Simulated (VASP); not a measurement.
# Ca (P6_3/mmc) in VASP: a series of runs

One crystal, Ca, is run at these levels: PBE; tasks: single point.

All numbers are computed with VASP 6.6.1; they aren't measurements. Logs are shortened: lines on timing, memory, paths and dates and some standing lists are left out, and cuts for length are marked.

## Step 1: Starting point

It takes space group P6_3/mmc (No. 194, hexagonal). Conventional cell: a = 3.980 Å, b = 3.980 Å, c = 6.520 Å, α = 90.00°, β = 90.00°, γ = 120.00°. Around Ca (site symmetry -6m2) lie 12 Ca at 3.98 to 3.99 Å.

This isn't the form of Ca at room conditions, which is fcc.

## Step 2: Single point, PBE

Input file INCAR:

```
  PREC = Accurate
  ENCUT = 340
  EDIFF = 1E-6
  ISMEAR = 1
  SIGMA = 0.1
  LREAL = F
  LASPH = T
  NELM = 100
  ALGO = Normal
  ISIF = 2
  LWAVE = F
  LCHARG = F
  GGA = PE
  NBANDS = 17
  ADDGRID = F
```

Input file KPOINTS:

```
regular mesh
0
Gamma
  12 12 7
```

Input file POSCAR:

```
Ca
1.0
    3.9800000000      0.0000000000      0.0000000000
   -1.9900000000      3.4467811071      0.0000000000
    0.0000000000      0.0000000000      6.5200000000
Ca
2
Direct
    0.6666666667      0.3333333333      0.7500000000
    0.3333333333      0.6666666667      0.2500000000
```

Potentials or basis: VASP PAW PBE potentials, release 64 (Ca_sv).

Started as:

```
$ cat potpaw_PBE.64/Ca_sv/POTCAR > POTCAR
$ mpirun -np 1 vasp_std > vasp.out
```

OUTCAR:

```text
PREC = Accurate
   ENCUT = 340
   EDIFF = 1E-6
   ISMEAR = 1
   LREAL = F
   LASPH = T
   NELM = 100
   ISIF = 2
   GGA = PE

 Found     76 irreducible k-points:

 Following reciprocal coordinates:
            Coordinates               Weight
  0.000000  0.000000  0.000000      1.000000
  0.083333 -0.000000  0.000000      6.000000
  0.166667  0.000000  0.000000      6.000000
  0.250000  0.000000  0.000000      6.000000
  0.333333  0.000000  0.000000      6.000000
  0.416667  0.000000  0.000000      6.000000
   k-points           NKPTS =     76   k-points in BZ     NKDIM =     76   number of bands    NBANDS=     17
   number of dos      NEDOS =    301   number of ions     NIONS =      2
   total plane-waves  NPLWV =  23040
   dimension x,y,z NGX =    24 NGY =   24 NGZ =   40
   dimension x,y,z NGXF=    48 NGYF=   48 NGZF=   80
   ions per type =               2
   NGX,Y,Z   is equivalent  to a cutoff of  10.02, 10.02, 10.20 a.u.
   NGXF,Y,Z  is equivalent  to a cutoff of  20.05, 20.05, 20.40 a.u.
 SYSTEM =  unknown system
   PREC   = accura    normal or accurate (medium, high low for compatibility)
   ISTART =      0    job   : 0-new  1-cont  2-samecut
   ICHARG =      2    charge: 1-file 2-atom 10-const
   ISPIN  =      1    spin polarized calculation?
   LNONCOLLINEAR =      F non collinear calculations
   LSORBIT =      F    spin-orbit coupling
   LASPH  =      T    aspherical Exc in radial PAW
   ENCUT  =  340.0 eV  24.99 Ry    5.00 a.u.   5.98  5.98  9.80*2*pi/ulx,y,z
   NELM   =    100;   NELMIN=  2; NELMDL= -5     # of ELM steps
   EDIFF  = 0.1E-05   stopping-criterion for ELM
   LREAL  =      F    real-space projection
   EDIFFG = 0.1E-04   stopping-criterion for IOM
   NSW    =      0    number of steps for IOM
   IBRION =     -1    ionic relax: 0-MD 1-quasi-New 2-CG
   NFREE  =      0    steps in history (QN), initial steepest desc. (CG)
   ISIF   =      2    stress and relaxation
   ISYM   =      2    0-nonsym 1-usesym 2-fastsym
   POTIM  = 0.5000    time-step for ionic-motion
   TEBEG  =    0.0;   TEEND  =   0.0 temperature during run
   PSTRESS=    0.0 pullay stress
   NELECT =      20.0000    total number of electrons
   NUPDOWN=      -1.0000    fix difference up-down
   EMIN   =  10.00;   EMAX   =-10.00  energy-range for DOS
   EFERMI =   0.00;   METHOD = LEGACY
   ISMEAR =     1;   SIGMA  =   0.10  broadening in eV -4-tet -1-fermi 0-gaus
   EFERMI_NEDOS =   21; number of points for ismear=-14 and -15
   IALGO  =     38    algorithm
   IMIX   =      4    mixing-type and parameters
     AMIX     =   0.40;   BMIX     =  1.00
     AMIX_MAG =   1.60;   BMIX_MAG =  1.00
  volume/ion in A,a.u.               =      44.72       301.79
  Fermi-wavevector in a.u.,A,eV,Ry     =   0.993657  1.877740 13.433783  0.987355
  Thomas-Fermi vector in A             =   2.125555
   LORBIT       =      0    0 simple, 1 ext, 2 COOP (PROOUT), +10 PAW based schemes
   GGA     = PE    functional components
   LHFCALC =     F    Hartree Fock is set to
   AEXX    =    0.0000 exact exchange contribution
   IVDW    =     0    specifies the selected vdW correction
   LEPSILON=     F    determine dielectric tensor
   LRPA    =     F    only Hartree local field effects (RPA)
 non-spin polarized calculation
 Methfessel and Paxton  Order N= 1 SIGMA  =   0.10
  energy-cutoff  :      340.00
  volume of cell :       89.44
 maximum number of plane-waves:      1290
 NGX is ok and might be reduce to    24

 number of electron      19.9999988 magnetization

 Free energy of the ion-electron system (eV)
  ---------------------------------------------------
  ext. energy  EPLUGINS =         0.00000000
  ---------------------------------------------------
  free energy    TOTEN  =        -3.84864588 eV

  energy without entropy =       -3.85022314  energy(sigma->0) =       -3.84917163

 E-fermi :   1.8065     XC(G=0):  -7.5577

 val. band max:        1.8063179372   @ k =   0.3333   0.0000   0.0000
 cond. band min:       1.8172000273   @ k =   0.5000   0.0000   0.4286
 fundamental gap:      0.0108820901
 Fermi energy:         1.8064714677

 k-point     1 :       0.0000    0.0000    0.0000
  band No.  band energies     occupation
      1     -40.4049      2.00000
      2     -40.3948      2.00000
      3     -21.4361      2.00000
      4     -21.3457      2.00000
      5     -21.3457      2.00000
      6     -21.3304      2.00000
[... 9 lines left out ...]
     16       4.2750      0.00000
     17       4.6455      0.00000

 k-point     2 :       0.0833   -0.0000    0.0000
  band No.  band energies     occupation
      1     -40.4043      2.00000
      2     -40.3944      2.00000
      3     -21.4336      2.00000
      4     -21.3514      2.00000
      5     -21.3475      2.00000
      6     -21.3363      2.00000
[... 9 lines left out ...]
     16       4.3465      0.00000
     17       4.5335      0.00000

 k-point     3 :       0.1667    0.0000    0.0000
  band No.  band energies     occupation
      1     -40.4025      2.00000
      2     -40.3936      2.00000
      3     -21.4266      2.00000
      4     -21.3671      2.00000
      5     -21.3524      2.00000
      6     -21.3521      2.00000
[... 9 lines left out ...]
     16       4.3288      0.00000
     17       4.4277      0.00000

 k-point     4 :       0.2500    0.0000    0.0000
  band No.  band energies     occupation
      1     -40.4001      2.00000
      2     -40.3926      2.00000
      3     -21.4161      2.00000
      4     -21.3884      2.00000
      5     -21.3736      2.00000
      6     -21.3588      2.00000
[... 9 lines left out ...]
     16       4.5770      0.00000
     17       4.6113      0.00000

 k-point     5 :       0.3333    0.0000    0.0000
  band No.  band energies     occupation
      1     -40.3975      2.00000
      2     -40.3917      2.00000
      3     -21.4101      2.00000
      4     -21.4040      2.00000
      5     -21.3946      2.00000
      6     -21.3652      2.00000
[... 9 lines left out ...]
     16       4.8919      0.00000
     17       5.0480      0.00000

 k-point     6 :       0.4167    0.0000    0.0000
  band No.  band energies     occupation
      1     -40.3954      2.00000
      2     -40.3913      2.00000
      3     -21.4260      2.00000
      4     -21.4096      2.00000
      5     -21.3926      2.00000
      6     -21.3697      2.00000
[... 9 lines left out ...]
     16       5.2846      0.00000
     17       5.5173      0.00000

 [... further k-points ...]

------------------------ aborting loop because EDIFF is reached ----------------------------------------

  FORCE on cell =-STRESS in cart. coord.  units (eV):
  Direction    XX          YY          ZZ          XY          YZ          ZX
  --------------------------------------------------------------------------------------
  -------------------------------------------------------------------------------------
  Total       -0.5162107     -0.5162107     -0.5288947      0.0000000     -0.0000000     -0.0000000
  in kB       -9.2468380     -9.2468380     -9.4740439      0.0000000     -0.0000000     -0.0000000
  external PRESSURE =      -9.3225733 kB  Pullay stress =       0.0000000 kB

 VOLUME and BASIS-vectors are now :
 -----------------------------------------------------------------------------
  energy-cutoff  :      340.00
  volume of cell :       89.44
      direct lattice vectors                 reciprocal lattice vectors
     3.980000000  0.000000000  0.000000000     0.251256281  0.145062882  0.000000000
    -1.990000000  3.446781107  0.000000000     0.000000000  0.290125763  0.000000000
     0.000000000  0.000000000  6.520000000     0.000000000  0.000000000  0.153374233

 POSITION                                       TOTAL-FORCE (eV/Angst)
 -----------------------------------------------------------------------------------
      1.99000      1.14893      4.89000        -0.000000     -0.000000      0.000000
     -0.00000      2.29785      1.63000         0.000000      0.000000      0.000000
 -----------------------------------------------------------------------------------
    total drift:                                0.000000     -0.000000      0.000000

  FREE ENERGIE OF THE ION-ELECTRON SYSTEM (eV)
  ---------------------------------------------------
  free  energy   TOTEN  =        -3.8486458789 eV

  energy  without entropy=       -3.8502231412  energy(sigma->0) =       -3.84917163
```

Wall time 18 s (1 thread of Intel Xeon 6975P-C (Granite Rapids), shared host); peak memory 0.18 GiB.

The run converged, but some of its settings lie outside the range that counts as converged, so its numbers aren't taken as properties of the crystal.

Results:

- Free energy: -3.8486 eV
- Pressure: -0.9 GPa
- Band gap on the k mesh: none (metal or under the smearing width)

## Step 3: Single point, PBE

Changes to INCAR since step 2:

```diff
@@ -1,3 +1,3 @@
   PREC = Accurate
-  ENCUT = 340
+  ENCUT = 220
   EDIFF = 1E-6
```

Input file KPOINTS:

```
regular mesh
0
Gamma
  16 16 9
```

POSCAR is that of step 2.

Potentials or basis: VASP PAW PBE potentials, release 64 (Ca_sv).

Started as:

```
$ cat potpaw_PBE.64/Ca_sv/POTCAR > POTCAR
$ mpirun -np 1 vasp_std > vasp.out
```

It took 23 s on 1 thread of Intel Xeon 6975P-C (Granite Rapids), shared host; peak memory 0.17 GiB.

The run converged, but a check on its numbers failed (symmetry, net force, bounds or a known fault of this set-up), so they aren't taken as properties of the crystal.

Caveat: the cutoff lies under the usual one of these potentials, so the numbers hold a large basis-set error.

## Step 4: Single point, PBE

Changes to INCAR since step 3:

```diff
@@ -1,3 +1,3 @@
   PREC = Accurate
-  ENCUT = 220
+  ENCUT = 400
   EDIFF = 1E-6
```

Input file KPOINTS:

```
regular mesh
0
Gamma
  12 12 7
```

POSCAR is that of step 3.

Started as:

```
$ cat potpaw_PBE.64/Ca_sv/POTCAR > POTCAR
$ mpirun -np 1 vasp_std > vasp.out
```

It took 34 s on 1 thread of Intel Xeon 6975P-C (Granite Rapids), shared host; peak memory 0.21 GiB.

These settings aren't checked as converged: the numbers below hold their error.

What came out:

- Free energy: -3.8430 eV
- Pressure: -0.9 GPa
- Band gap on the k mesh: none (metal or under the smearing width)

## Step 5: Single point, PBE

Changes to INCAR since step 4:

```diff
@@ -1,3 +1,3 @@
   PREC = Accurate
-  ENCUT = 400
+  ENCUT = 340
   EDIFF = 1E-6
```

Input file KPOINTS:

```
regular mesh
0
Gamma
  14 14 8
```

POSCAR is that of step 4.

Started as:

```
$ cat potpaw_PBE.64/Ca_sv/POTCAR > POTCAR
$ mpirun -np 1 vasp_std > vasp.out
```

It took 27 s on 1 thread of Intel Xeon 6975P-C (Granite Rapids), shared host; peak memory 0.21 GiB.

The run converged, but some of its settings lie outside the range that counts as converged, so its numbers aren't taken as properties of the crystal.

Results:

* Free energy: -3.8482 eV
* Pressure: -0.9 GPa
* Band gap on the k mesh: none (metal or under the smearing width)
